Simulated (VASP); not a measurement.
# InAs (F-43m) in VASP: further runs

The runs below take InAs through single point, with r2SCAN.

All numbers are computed with VASP 6.6.1; they aren't measurements. Logs are shortened: lines on timing, memory, paths and dates and some standing lists are left out, and cuts for length are marked.

**The experiment to reproduce.**

From a printed reference work, data compilation, for a bulk crystal of InAs at 4.2 K: band gap 0.418 eV (direct).

The runs below are set against these values where they give the same quantity.

## Step 1: The cell of the first run

Symmetry: F-43m, No. 216, cubic system. The conventional cell has a = 6.076 Å, b = 6.076 Å, c = 6.076 Å, α = 90.00°, β = 90.00°, γ = 90.00°. Within 3.5 Å of In (site symmetry -43m) lie 4 As at 2.63 Å. As (site symmetry -43m) has 4 In at 2.63 Å within 3.5 Å.

## Step 2: Single point, r2SCAN

File POSCAR:

```
InAs
1.0
    0.0000000000      3.0379873375      3.0379873375
    3.0379873375      0.0000000000      3.0379873375
    3.0379873375      3.0379873375      0.0000000000
In As
1 1
Direct
    0.0000000000      0.0000000000      0.0000000000
    0.7500000000      0.7500000000      0.7500000000
```

File INCAR.step1:

```
SYSTEM = InAs
PREC = Accurate
ENCUT = 520
ISMEAR = -1
SIGMA = 0.05
LREAL = .False.
LASPH = .True.
NELM = 60
NBANDS = 16
GGA = PE
ALGO = Normal
EDIFF = 1E-4
LWAVE = .True.
LCHARG = .False.
```

File INCAR.step2:

```
SYSTEM = InAs
PREC = Accurate
ENCUT = 520
EDIFF = 1E-6
ISMEAR = -1
SIGMA = 0.05
LREAL = .False.
LASPH = .True.
NELM = 60
ALGO = Normal
ISIF = 2
LWAVE = .False.
LCHARG = .True.
METAGGA = R2SCAN
LMIXTAU = .True.
LELF = .True.
LVHAR = .True.
NBANDS = 16
ISTART = 1
```

File KPOINTS:

```
Automatic mesh
0
Gamma
  8 8 8
  0 0 0
```

Potentials or basis: VASP PAW PBE potentials, release 64 (In_d, As).

The run is started by

```console
$ cat potpaw_PBE.64/In_d/POTCAR potpaw_PBE.64/As/POTCAR > POTCAR
$ cp INCAR.step1 INCAR
$ mpirun -np 1 vasp_std > vasp.out
$ cp INCAR.step2 INCAR
$ mpirun -np 1 vasp_std > vasp.out
```

OUTCAR:

```text
SYSTEM = InAs
   PREC = Accurate
   ENCUT = 520
   EDIFF = 1E-6
   ISMEAR = -1
   LREAL = .False.
   LASPH = .True.
   NELM = 60
   ISIF = 2
   METAGGA = R2SCAN
   ISTART = 1

 ion  position               nearest neighbor table
   1  0.000  0.000  0.000-   2 2.63   2 2.63   2 2.63   2 2.63
   2  0.750  0.750  0.750-   1 2.63   1 2.63   1 2.63   1 2.63

  LATTYP: Found a face centered cubic cell.
 ALAT       =     6.0759746750

  Lattice vectors:

 A1 = (   0.0000000000,   3.0379873375,   3.0379873375)
 A2 = (   3.0379873375,   0.0000000000,   3.0379873375)
 A3 = (   3.0379873375,   3.0379873375,   0.0000000000)

Analysis of symmetry for initial positions (statically):
=====================================================================
 Subroutine PRICEL returns:
 Original cell was already a primitive cell.

 Routine SETGRP: Setting up the symmetry group for a
 face centered cubic supercell.

 Subroutine GETGRP returns: Found 24 space group operations
 (whereof 24 operations were pure point group operations)
 out of a pool of 48 trial point group operations.

The static configuration has the point symmetry T_d .

Analysis of symmetry for dynamics (positions and initial velocities):
=====================================================================
 Subroutine PRICEL returns:
 Original cell was already a primitive cell.

 Routine SETGRP: Setting up the symmetry group for a
 face centered cubic supercell.

 Subroutine GETGRP returns: Found 24 space group operations
 (whereof 24 operations were pure point group operations)
 out of a pool of 48 trial point group operations.

The dynamic configuration has the point symmetry T_d .

 Subroutine INISYM returns: Found 24 space group operations
 (whereof 24 operations are pure point group operations),
 and found     1 'primitive' translations

----------------------------------------------------------------------------------------

                                     Primitive cell

  volume of cell :      56.0774

  direct lattice vectors                    reciprocal lattice vectors
     0.000000000  3.037987338  3.037987338    -0.164582648  0.164582648  0.164582648
     3.037987338  0.000000000  3.037987338     0.164582648 -0.164582648  0.164582648
     3.037987338  3.037987338  0.000000000     0.164582648  0.164582648 -0.164582648

  length of vectors
[... 73 lines left out ...]
   PREC   = accura    normal or accurate (medium, high low for compatibility)
   ISTART =      1    job   : 0-new  1-cont  2-samecut
   ICHARG =      0    charge: 1-file 2-atom 10-const
   ISPIN  =      1    spin polarized calculation?
   LNONCOLLINEAR =      F non collinear calculations
   LSORBIT =      F    spin-orbit coupling
   LASPH  =      T    aspherical Exc in radial PAW
   ENCUT  =  520.0 eV  38.22 Ry    6.18 a.u.   7.99  7.99  7.99*2*pi/ulx,y,z
   NELM   =     60;   NELMIN=  2; NELMDL=  0     # of ELM steps
   EDIFF  = 0.1E-05   stopping-criterion for ELM
   LREAL  =      F    real-space projection
   EDIFFG = 0.1E-04   stopping-criterion for IOM
   NSW    =      0    number of steps for IOM
   IBRION =     -1    ionic relax: 0-MD 1-quasi-New 2-CG
   NFREE  =      0    steps in history (QN), initial steepest desc. (CG)
   ISIF   =      2    stress and relaxation
   ISYM   =      2    0-nonsym 1-usesym 2-fastsym
   POTIM  = 0.5000    time-step for ionic-motion
   TEBEG  =    0.0;   TEEND  =   0.0 temperature during run
   PSTRESS=    0.0 pullay stress
   NELECT =      18.0000    total number of electrons
   NUPDOWN=      -1.0000    fix difference up-down
   EMIN   =  10.00;   EMAX   =-10.00  energy-range for DOS
   EFERMI =   0.00;   METHOD = LEGACY
   ISMEAR =    -1;   SIGMA  =   0.05  broadening in eV -4-tet -1-fermi 0-gaus
   EFERMI_NEDOS =   21; number of points for ismear=-14 and -15
   IALGO  =     38    algorithm
   IMIX   =      4    mixing-type and parameters
     AMIX     =   0.40;   BMIX     =  1.00
     AMIX_MAG =   1.60;   BMIX_MAG =  1.00
  volume/ion in A,a.u.               =      28.04       189.21
  Fermi-wavevector in a.u.,A,eV,Ry     =   1.120907  2.118208 17.094812  1.256433
  Thomas-Fermi vector in A             =   2.257557
   LORBIT       =      0    0 simple, 1 ext, 2 COOP (PROOUT), +10 PAW based schemes
   METAGGA = R2SCAN    functional components
   LHFCALC =     F    Hartree Fock is set to
   AEXX    =    0.0000 exact exchange contribution
   IVDW    =     0    specifies the selected vdW correction
   LEPSILON=     F    determine dielectric tensor
   LRPA    =     F    only Hartree local field effects (RPA)
 non-spin polarized calculation
  energy-cutoff  :      520.00
  volume of cell :       56.08
 maximum number of plane-waves:      1540
   NGX = 15   NGY = 15   NGZ = 15

 number of electron      17.9999991 magnetization

 Free energy of the ion-electron system (eV)
  ---------------------------------------------------
  ext. energy  EPLUGINS =         0.00000000
  ---------------------------------------------------
  free energy    TOTEN  =       -38.05601804 eV

  energy without entropy =      -38.05568326  energy(sigma->0) =      -38.05585065

 E-fermi :   4.2513     XC(G=0):  -9.5909

 val. band max:        4.1290210776   @ k =   0.0000   0.0000   0.0000
 cond. band min:       4.2991267983   @ k =   0.0000   0.0000   0.0000
 fundamental gap:      0.1701057206
 Fermi energy:         4.2513389252

 k-point     1 :       0.0000    0.0000    0.0000
  band No.  band energies     occupation
      1     -10.6937      2.00000
      2     -10.6937      2.00000
      3     -10.6937      2.00000
      4     -10.5523      2.00000
      5     -10.5523      2.00000
      6      -8.0766      2.00000
[... 433 lines left out ...]
      3     -10.6377      2.00000
      4     -10.5577      2.00000
      5     -10.5449      2.00000
      6      -6.3064      2.00000
[... 8 lines left out ...]
     15      15.1011      0.00000
     16      15.8588      0.00000

 [... further k-points ...]
[... 5 lines left out ...]
  --------------------------------------------------------------------------------------
  -------------------------------------------------------------------------------------
  Total        0.3394953      0.3394953      0.3394953     -0.0000000     -0.0000000      0.0000000
  in kB        9.6996600      9.6996600      9.6996600     -0.0000000     -0.0000000      0.0000000
  external PRESSURE =       9.6996600 kB  Pullay stress =       0.0000000 kB

 VOLUME and BASIS-vectors are now :
 -----------------------------------------------------------------------------
  energy-cutoff  :      520.00
  volume of cell :       56.08
      direct lattice vectors                 reciprocal lattice vectors
     0.000000000  3.037987338  3.037987338    -0.164582648  0.164582648  0.164582648
     3.037987338  0.000000000  3.037987338     0.164582648 -0.164582648  0.164582648
     3.037987338  3.037987338  0.000000000     0.164582648  0.164582648 -0.164582648

 POSITION                                       TOTAL-FORCE (eV/Angst)
 -----------------------------------------------------------------------------------
      0.00000      0.00000      0.00000         0.000000      0.000000      0.000000
      4.55698      4.55698      4.55698        -0.000000     -0.000000     -0.000000
 -----------------------------------------------------------------------------------
    total drift:                                0.000003      0.000003      0.000003

  FREE ENERGIE OF THE ION-ELECTRON SYSTEM (eV)
  ---------------------------------------------------
  free  energy   TOTEN  =       -38.0560180356 eV

  energy  without entropy=      -38.0556832613  energy(sigma->0) =      -38.05585065
```

OUTCAR.step1:

```text
SYSTEM = InAs
   PREC = Accurate
   ENCUT = 520
   ISMEAR = -1
   LREAL = .False.
   LASPH = .True.
[... 676 lines left out ...]
      0.00000      0.00000      0.00000        -0.000000     -0.000000      0.000000
      4.55698      4.55698      4.55698         0.000000      0.000000     -0.000000
 -----------------------------------------------------------------------------------
    total drift:                                0.000000      0.000000      0.000000

  FREE ENERGIE OF THE ION-ELECTRON SYSTEM (eV)
  ---------------------------------------------------
  free  energy   TOTEN  =        -7.6872348512 eV

  energy  without entropy=       -7.6866802542  energy(sigma->0) =       -7.68695755
```

It took 36 s on 1 thread of Intel Xeon 6975P-C (Granite Rapids), shared host; peak memory 0.19 GiB.

Results:

```
Free energy            : -38.0560 eV
Pressure               : 1.0 GPa
Band gap on the k mesh : 0.17 eV, direct
```

Caveat: the PAW data sets were made with another functional, which shifts forces and pressure a little; spin-orbit coupling is left out, which moves the levels of the heavy elements.

## Step 3: Single point, r2SCAN

This run uses another cell than the first one, of 28.59 Å³/atom, 1.020 times its volume.

File POSCAR:

```
InAs
1.0
    0.0000000000      3.0577150807      3.0577150807
    3.0577150807      0.0000000000      3.0577150807
    3.0577150807      3.0577150807      0.0000000000
In As
1 1
Direct
    0.0000000000      0.0000000000      0.0000000000
    0.7500000000      0.7500000000      0.7500000000
```

File INCAR.step1:

```
PREC = Accurate ; ENCUT = 520
ISMEAR = -1 ; SIGMA = 0.05
LREAL = False ; LASPH = True
NELM = 60 ; NBANDS = 16
GGA = PE ; ALGO = Normal
EDIFF = 1E-4 ; LWAVE = True
LCHARG = False
```

File INCAR.step2:

```
PREC = Accurate ; ENCUT = 520
EDIFF = 1E-7 ; ISMEAR = -1
SIGMA = 0.05 ; LREAL = False
LASPH = True ; NELM = 60
ALGO = Normal ; ISIF = 2
LWAVE = False ; LCHARG = False
METAGGA = R2SCAN ; LMIXTAU = True
NBANDS = 16 ; ISTART = 1
```

File KPOINTS:

```
regular mesh
0
Gamma
  8 8 8
```

Potentials or basis: VASP PAW PBE potentials, release 64 (In_d, As).

The run is started by

```console
$ cat potpaw_PBE.64/In_d/POTCAR potpaw_PBE.64/As/POTCAR > POTCAR
$ cp INCAR.step1 INCAR
$ mpirun -np 1 vasp_std > vasp.out
$ cp INCAR.step2 INCAR
$ mpirun -np 1 vasp_std > vasp.out
```

It took 42 s on 1 thread of Intel Xeon 6975P-C (Granite Rapids), shared host; peak memory 0.19 GiB.

The run converged. Its results:

```
Free energy : -38.0590 eV
Pressure    : -0.2 GPa
```

Levels at points of the mesh, in eV from the Fermi level:
```tsv
k point	band 6	band 7	band 8	band 9	band 10	band 11	band 12	band 13
(0.00, 0.00, 0.00)	-12.16	-0.08	-0.08	-0.08	-0.02	4.17	4.17	4.17
(0.50, 0.00, 0.00)	-10.72	-5.79	-1.05	-1.05	1.16	4.94	4.94	7.15
(0.50, 0.50, 0.00)	-10.19	-5.87	-2.36	-2.36	1.80	2.26	9.52	9.62
```

Caveat: the PAW data sets were made with another functional, which shifts forces and pressure a little; spin-orbit coupling is left out, which moves the levels of the heavy elements.

## Step 4: Against experiment

Step 2. Against the measured gap of InAs, 0.418 eV (direct; 4.2 K; a printed reference work, data compilation), the calculated 0.17 eV is off by -0.25 eV. Spin-orbit coupling on As, In is left out. The value is that of r2SCAN, without temperature or zero-point motion.
